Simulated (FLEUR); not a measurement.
The system is Be.

```
Be
1.0
    -1.25312    1.25312    1.25312
     1.25312   -1.25312    1.25312
     1.25312    1.25312   -1.25312
Be
1
Direct
  0.00000 0.00000 0.00000
```

This isn't the form of Be at room conditions, which is hcp.

```yaml
Program: FLEUR MaX-R8.1 (later development tree)
Task: single point
Functional: PBE
Potentials_or_basis: all-electron
Basis: FLAPW
Kmax: 3.8 1/bohr
k_mesh: 15 × 15 × 15
Occupations: fermi-dirac, width 0.05 eV
Spin: no spin polarisation
Gmax: 11.8 1/bohr
Muffin-tin_radii: Be 1.86 bohr
lmax: Be 8
Local_orbitals_a_species: Be 3
Max_iterations: 60
Mixing_factor: 0.05
Mixer: Anderson
Mixer_history: 15
Density_convergence: 1e-05 me/bohr^3
```

On this cell: band gap on the k mesh none (metal or under the smearing width).

The same run follows on a disturbed copy (cell strained at random at fixed volume):

```xyz
1
Lattice="-1.2609 1.2157 1.2638 1.2607 -1.2309 1.2788 1.2654 1.2354 -1.2790" Properties=species:S:1:pos:R:3 pbc="T T T"
Be   -0.0183    0.0001    0.0070
```

Problem. What does the disturbed cell give?

Solution. The energy (extrapolated to zero smearing) moves by +3.2 meV/atom; band gap on the k mesh none (metal or under the smearing width).
